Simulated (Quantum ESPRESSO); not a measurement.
## BN: energy against volume and a worked fit

```cif
data_structure
_symmetry_space_group_name_H-M 'P 1'
_symmetry_Int_Tables_number 1
_cell_length_a 2.5640
_cell_length_b 2.5640
_cell_length_c 2.5640
_cell_angle_alpha 60.000
_cell_angle_beta 60.000
_cell_angle_gamma 60.000
_cell_volume 11.92
loop_
_atom_site_label
_atom_site_type_symbol
_atom_site_fract_x
_atom_site_fract_y
_atom_site_fract_z
_atom_site_occupancy
N1 N 0.25000 0.25000 0.25000 1
B1 B 0.00000 0.00000 0.00000 1
```

The cell is a database's computed one, not the measured one.

The cell was scaled at fixed shape and fractions and run with Quantum ESPRESSO, PseudoDojo 0.4.1 SR PBE standard, cutoff 1143 eV; OLYP, k mesh 13 × 13 × 13 on the cell of 2 atoms, fermi-dirac occupations of 0.05 eV, no spin polarisation, no spin-orbit coupling. The potentials were made for PBE. Energies are those that the program minimises, any entropy of the smearing included.

```tsv
V (Å³/atom)	energy over the lowest row (meV/atom)
5.6017	7.74
5.7209	0.73
5.8401	0.00
5.9593	4.98
6.0785	15.15
6.1977	?
6.3168	49.18
```

Problem. Fit the third-order Birch-Murnaghan form, give V0, B0 and B′, and predict the energy left open.

Solution. With y = (V0/V)^(2/3), E = E0 + (9 V0 B0/16) [(y - 1)³ B′ + (y - 1)² (6 - 4y)]. Least squares through the rows shown give V0 = 5.7946 Å³/atom, E0 = -0.43 meV, B0 = 386.6 GPa (1 eV/Å³ = 160.218 GPa) and B′ = 3.67, with a largest miss of 0.01 meV. At V = 6.1977 the form with these constants gives 30.03 meV; the run gave 30.03 meV an atom. Measured volume: 5.906 Å³/atom at 295 K (arxiv:cond-mat/0702656), so the fit lies -1.9 % from it. Measured modulus: 395 GPa at 300 K (arxiv:1208.3664), so the fit lies -2.1 % from it. The runs are for a static lattice.
